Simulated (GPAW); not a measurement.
# Ni3 Cu7 Ni3 111: which magnetic order is lowest, part 2 of 2

Does Ni3 Cu7 Ni3 111 prefer parallel or opposed moments, or none?

GPAW 26.7.0; PBE; plane waves with GPAW's PAW setups, scalar-relativistic.

So far. Step 2 (Start 1: ferro ++++++): After 51 cycles the largest moment stands at 0.759 μB.

## (3) Run 2 (antiferro +++---)

An opposed order shows whether the pairs that it reverses prefer unlike signs.

File order2.py:

```python
import json
import numpy as np
from ase import Atoms
from ase.parallel import paropen, parprint
from gpaw import GPAW

atoms = Atoms(['Ni', 'Ni', 'Ni', 'Cu', 'Cu', 'Cu', 'Cu', 'Cu', 'Cu', 'Cu', 'Ni', 'Ni', 'Ni'],
    cell=[[2.556191, 0.0, 0.0],
         [-1.278096, 2.213726, 0.0],
         [0.0, 0.0, 36.228148]],
    scaled_positions=[[0.0, 0.0, 0.165617],
         [0.333333, 0.666667, 0.218787],
         [0.666667, 0.333333, 0.271956],
         [0.0, 0.0, 0.327321],
         [0.333333, 0.666667, 0.384881],
         [0.666667, 0.333333, 0.44244],
         [0.0, 0.0, 0.5],
         [0.333333, 0.666667, 0.55756],
         [0.666667, 0.333333, 0.615119],
         [0.0, 0.0, 0.672679],
         [0.333333, 0.666667, 0.728044],
         [0.666667, 0.333333, 0.781213],
         [0.0, 0.0, 0.834383]],
    pbc=True,
    magmoms=[0.8, 0.8, 0.8, 0.0, 0.0, 0.0, 0.0, 0.0, 0.0, 0.0, -0.8, -0.8, -0.8])
atoms.calc = GPAW(mode={'name': 'pw', 'ecut': 450},
    xc='PBE',
    kpts={'size': (20, 20, 1), 'gamma': True},
    occupations={'name': 'fermi-dirac', 'width': 0.05},
    convergence={'density': 1e-05, 'energy': 1e-05},
    maxiter=200,
    mixer={'name': 'pulay', 'beta': 0.03, 'nmaxold': 8, 'weight': 100},
    symmetry={'tolerance': 1e-4},
    txt='order2.txt')
e = atoms.get_potential_energy(force_consistent=True)
res = {'free_energy': e, 'energy_sigma0': atoms.get_potential_energy(), 'fermi_energy': atoms.calc.get_fermi_level()}
res['moments'] = atoms.get_magnetic_moments().tolist()
res['total'] = atoms.get_magnetic_moment()
parprint('site moments (muB):', np.round(res['moments'], 3))
parprint(f"total moment: {res['total']:.3f} muB")
parprint(f'free energy: {e:.6f} eV')
atoms.calc.write('order2.gpw')
with paropen('results.json', 'w') as f:
    json.dump(res, f)
```

Command:

```console
$ OMP_NUM_THREADS=1 mpirun -n 4 gpaw python order2.py > order2.log
```

Numbers of over 12 decimals in the logs are rounded to 6 here.

What it wrote:

```text
site moments (muB): [ 0.751  0.721  0.491 -0.002 -0.002  0.001  0.    -0.001  0.002  0.002
 -0.491 -0.721 -0.751]
total moment: 0.000 muB
free energy: -67.484130 eV

--- order2.txt ---
Input parameters:
  mode=PW(ecut=450),
  convergence={'density': 1e-05, 'energy': 1e-05},
  kpts=MonkhorstPack(size=(20, 20, 1), gamma=True),
  maxiter=200,
  mixer=Pulay(name='pulay', nmaxold=8, beta=0.03, weight=100, sigma=0.015, g_ss=None),
  occupations=Occupations(name='fermi-dirac', width=0.05),
  symmetry=Symmetry(tolerance=0.0001),
  xc=XC(name='PBE')

Diagonalizing LCAO Hamiltonian
Converting LCAO to pw mode

       Ni

           Ni

        Ni

       Cu

           Cu

        Cu

       Cu

           Cu

        Cu

       Cu

           Ni

        Ni

       Ni

Atoms  # Å, Bohr magnetons
|    | symbol |         x |        y |         z |    initial magnetic moments |
|----|--------|-----------|----------|-----------|-----------------------------|
|  0 |     Ni |  0.000000 | 0.000000 |  5.999997 | ( 0.0000,  0.0000,  0.8000) |
|  1 |     Ni | -0.000002 | 1.475818 |  7.926248 | ( 0.0000,  0.0000,  0.8000) |
|  2 |     Ni |  1.278097 | 0.737908 |  9.852462 | ( 0.0000,  0.0000,  0.8000) |
|  3 |     Cu |  0.000000 | 0.000000 | 11.858234 | ( 0.0000,  0.0000,  0.0000) |
|  4 |     Cu | -0.000002 | 1.475818 | 13.943526 | ( 0.0000,  0.0000,  0.0000) |
|  5 |     Cu |  1.278097 | 0.737908 | 16.028782 | ( 0.0000,  0.0000,  0.0000) |
|  6 |     Cu |  0.000000 | 0.000000 | 18.114074 | ( 0.0000,  0.0000,  0.0000) |
|  7 |     Cu | -0.000002 | 1.475818 | 20.199366 | ( 0.0000,  0.0000,  0.0000) |
|  8 |     Cu |  1.278097 | 0.737908 | 22.284622 | ( 0.0000,  0.0000,  0.0000) |
|  9 |     Cu |  0.000000 | 0.000000 | 24.369914 | ( 0.0000,  0.0000,  0.0000) |
| 10 |     Ni | -0.000002 | 1.475818 | 26.375686 | ( 0.0000,  0.0000, -0.8000) |
| 11 |     Ni |  1.278097 | 0.737908 | 28.301900 | ( 0.0000,  0.0000, -0.8000) |
| 12 |     Ni |  0.000000 | 0.000000 | 30.228151 | ( 0.0000,  0.0000, -0.8000) |

Unit cell  # Å
| periodic |         x |        y |         z |   lengths |     angles |
|----------|-----------|----------|-----------|-----------|------------|
|      yes |  2.556191 | 0.000000 |  0.000000 |  2.556191 |  90.000000 |
|      yes | -1.278096 | 2.213726 |  0.000000 |  2.556191 |  90.000000 |
|      yes |  0.000000 | 0.000000 | 36.228148 | 36.228148 | 120.000014 |

Number of symmetries: 6

BZ-sampling:
  Number of BZ points: 400
  Number of IBZ points: 44

  Monkhorst-Pack size: [20, 20, 1]
  Monkhorst-Pack shift: [0.025, 0.025, 0.0]

Plane wave coefficients: 4547
Cutoff: 450.000000 eV

Spin-components: 2 (collinear spins)
Bands:           108
Projectors:      78
Spin-degeneracy: 1
Datatype:        complex128

Parallelization:
  kpt:    4
  domain: 1
  band:   1

Density:
  Valence electrons: 173.0
  Components: 2
  Grid points: [ 14  14 180]
  Charge: 0.0  # |e|

Potential:
  Grid points: [ 14  14 180]

[... setups left out ...]
Reference energy: -563358.153572  # eV

eigensolver:
  PPCG
  Converge bands: occupied
  niter=2

density mixing:
  Pulay-Mixer
  Linear mixing parameters: 0.03
  Old densities: 8
  Fourier metric: weight=100, sigma=0.015

occupation numbers:
  Fermi-Dirac:
    width: 0.0500  # eV

poisson solver:
  ecut: 3600.000000  # eV

xc functional:
  name: PBE with 2 nearest neighbor stencil

convergence criteria:
- Maximum integral of absolute [dens]ity change: 1e-05 electrons / valence electron
- Maximum [total energy] change in last 3 cyles: 1e-05 eV / valence electron
- Maximum integral of absolute [eigenst]ate change: 4e-08 eV^2 / valence electron
maximum number of iterations: 200

SCF iterations
|iter     |      energy | eigst |  dens |  magmom |
|---------|-------------|-------|-------|---------|
|iter:   1|       0s | -100.758991 | +0.58 |       |  +0.0000|
|iter:   2|      19s | -375.868705 | +1.52 | -0.74 |  -0.0000|
|iter:   3|      37s |  -78.106397 | +0.85 | -0.50 |  -0.0000|
|iter:   4|      56s |  -71.416663 | +0.39 | -1.02 |  -0.0000|
|iter:   5|      75s |  -69.793086 | -0.83 | -1.14 |  +0.0000|
|iter:   6|      94s |  -68.909286 | -1.62 | -1.23 |  -0.0000|
|iter:   7|     113s |  -68.019647 | -2.03 | -1.29 |  +0.0000|
|iter:   8|     131s |  -68.479983 | -1.78 | -1.46 |  -0.0000|
|iter:   9|     150s |  -67.507193 | -1.76 | -1.38 |  +0.0000|
|iter:  10|     169s |  -67.380321 | -2.67 | -1.66 |  -0.0005|
[... 51 iterations left out ...]
|iter:  62|    1077s |  -67.434325c| -8.23c| -4.54 |  +0.0000|
|iter:  63|    1086s |  -67.434325c| -8.30c| -4.55 |  +0.0000|
|iter:  64|    1095s |  -67.434323c| -8.14c| -4.57 |  +0.0000|
|iter:  65|    1104s |  -67.434321c| -7.92c| -4.61 |  +0.0000|
|iter:  66|    1113s |  -67.434320c| -8.20c| -4.68 |  +0.0000|
|iter:  67|    1122s |  -67.434318c| -8.05c| -4.72 |  -0.0000|
|iter:  68|    1131s |  -67.434315c| -7.61c| -4.78 |  +0.0000|
|iter:  69|    1140s |  -67.434314c| -7.95c| -4.89 |  +0.0000|
|iter:  70|    1158s |  -67.434308c| -7.89c| -4.92 |  +0.0000|
|iter:  71|    1167s |  -67.434307c| -8.42c| -5.26c|  +0.0000|

Converged in 71 steps
Energy contributions relative to reference atoms: (reference = -563358.153572)

Energy contributions:
  Kinetic:         -52.125598
  Coulomb:          43.451084
  Zero:              1.637638
  External:          0.000000
  Xc:              -60.347608
  Entropy:          -0.099646
  Spinorbit:         0.000000
  ----------------------------
  Free energy:     -67.484130
  Extrapolated:    -67.434307

dipole moment: (-13.570018, -23.503967, -0.000027)  # |e|*Ang

Total magnetic moment: (0.000000, 0.000000, 0.000000)

Local magnetic moments
|        x |        y |         z |
|----------|----------|-----------|
| 0.000000 | 0.000000 |  0.750951 |  # Ni   0
| 0.000000 | 0.000000 |  0.720844 |  # Ni   1
| 0.000000 | 0.000000 |  0.490996 |  # Ni   2
| 0.000000 | 0.000000 | -0.002277 |  # Cu   3
| 0.000000 | 0.000000 | -0.002339 |  # Cu   4
| 0.000000 | 0.000000 |  0.001260 |  # Cu   5
| 0.000000 | 0.000000 |  0.000000 |  # Cu   6
| 0.000000 | 0.000000 | -0.001260 |  # Cu   7
| 0.000000 | 0.000000 |  0.002339 |  # Cu   8
| 0.000000 | 0.000000 |  0.002277 |  # Cu   9
| 0.000000 | 0.000000 | -0.490996 |  # Ni  10
| 0.000000 | 0.000000 | -0.720844 |  # Ni  11
| 0.000000 | 0.000000 | -0.750951 |  # Ni  12

Fermi level: 4.619
Eigenvalues  # (at kpt = [-0.000, -0.000, 0.000])
| band index |      eig [eV] | occ [0-1] |      eig [eV] | occ [0-1] |
|------------|---------------|-----------|---------------|-----------|
|          0 |       -59.650 |     1.000 |       -59.650 |     1.000 |
|        ... |               |           |               |           |
|         85 |         3.604 |     1.000 |         3.604 |     1.000 |
|         86 |         3.604 |     1.000 |         3.604 |     1.000 |
|         87 |         3.954 |     1.000 |         3.954 |     1.000 |
|         88 |         3.954 |     1.000 |         3.954 |     1.000 |
|         89 |         3.992 |     1.000 |         3.992 |     1.000 |
|         90 |         3.992 |     1.000 |         3.992 |     1.000 |
|         91 |         4.222 |     1.000 |         4.222 |     1.000 |
|         92 |         4.223 |     1.000 |         4.223 |     1.000 |
|         93 |         4.784 |     0.035 |         4.784 |     0.035 |
|         94 |         4.784 |     0.035 |         4.784 |     0.035 |
|         95 |         4.785 |     0.035 |         4.785 |     0.035 |
|         96 |         4.821 |     0.017 |         4.821 |     0.017 |
|         97 |         9.066 |     0.000 |         9.066 |     0.000 |
|         98 |         9.294 |     0.000 |         9.294 |     0.000 |
|         99 |         9.788 |     0.000 |         9.788 |     0.000 |
|        100 |        10.873 |     0.000 |        10.873 |     0.000 |
|        ... |               |           |               |           |
|        107 |        17.680 |     0.000 |        17.680 |     0.000 |

No gap
No difference between direct/indirect transitions
```

It took 20 min on 4 MPI ranks of Arm Neoverse V2, shared host; peak memory 1.8 GiB.

Spin moment in the augmentation sphere by atom:

| atom | spin moment in the augmentation sphere (μB) |
| --- | --- |
| Ni1 | 0.751 |
| Ni2 | 0.721 |
| Ni3 | 0.491 |
| Cu4 | -0.002 |
| Cu5 | -0.002 |
| Cu6 | 0.001 |
| Cu7 | 0.000 |
| Cu8 | -0.001 |
| Cu9 | 0.002 |
| Cu10 | 0.002 |
| Ni11 | -0.491 |
| Ni12 | -0.721 |
| Ni13 | -0.751 |

Read from the output:

* magnetization: 0 μB
* final state: antiferromagnetic

It lies 0.413 meV a seeded atom under the first start, and its largest moment is 0.751 μB against 0.759 μB.

## (4) Ranking

These are free energies at a smearing of 0.05 eV, so its entropy term is in the differences. They are divided by the number of seeded atoms, so that cells of unlike size compare.

Orders:

| start | final state | typed order kept | energy over the lowest (meV a seeded atom) | largest site moment (μB) | net moment (μB a primitive cell) | mesh matched | CPU time (s) |
| --- | --- | --- | --- | --- | --- | --- | --- |
| ferro ++++++ | ferromagnetic | yes | 0.4131 | 0.7592 | 3.756 | yes | 3718 |
| antiferro +++--- | antiferromagnetic | yes | 0 | 0.751 | 0 | yes | 4804 |

## (5) Results

| Quantity | Value |
| --- | --- |
| lowest state found | antiferromagnetic (typed antiferro +++---) |
| largest site moment | 0.751 μB |
| next state | ferromagnetic, 0.413 meV a seeded atom higher |

**Reading.** The lowest state found is antiferromagnetic, reached from the start antiferro +++---, with moments up to 0.751 μB. The two lowest states lie so close that the mesh, the functional or spin–orbit coupling could swap them. Only 2 starts are shown; other collinear patterns, canted and longer-period orders are not.

[Logs and program files are shortened in this print: banners, set-up blocks, solver, clock and traceback lines can be left out without a mark of their own.]

[Logs are printed without paths, hosts, clocks, repeated set-up lines and the standing remarks that a program may print on its own settings, such as how far it seeks lower states.]

[Hosts, paths, dates, database ids (printed as entryN), source tags and the programs' standing remarks are cut or masked in the printed files.]

[Where a cell is said to come from a database of computed structures, the database is the Materials Project.]
